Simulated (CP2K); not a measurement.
The system is Hf.

```
Hf
1.0
     3.07822    0.00000    0.00000
     1.47149    2.68087    0.00000
     1.96961    1.15184    2.62247
Hf
1
Direct
  0.00000 0.00000 0.00000
```

This isn't the form of Hf at room conditions, which is hcp.

Base run:

- Program: CP2K 2026.2
- Functional: HLE16
- Potentials or basis: POTENTIAL_UZH Hf GTH-PBE-q12; TZVP-MOLOPT-PBE-GTH basis
- Density cutoff: 9184 eV
- k mesh: 11 × 11 × 10
- Occupations: fermi-dirac, width 0.05 eV
- Spin: no spin polarisation

Its results: band gap on the k mesh none (metal or under the smearing width); pressure -20.8 GPa.

Q: After a change of settings the same cell gave: band gap on the k mesh none (metal or under the smearing width); pressure 4.1 GPa. Which change was it?
A. functional from HLE16 to PBEsol
B. functional from HLE16 to LDA
C. functional from HLE16 to WC
D. functional from HLE16 to PBE

A: D.

Caveats: the basis of atomic orbitals isn't converged, which shifts pressures, moduli and gaps; the potentials were made for a functional far from this one (some runs); the potentials were made for another functional, which shifts forces and pressure (some runs).
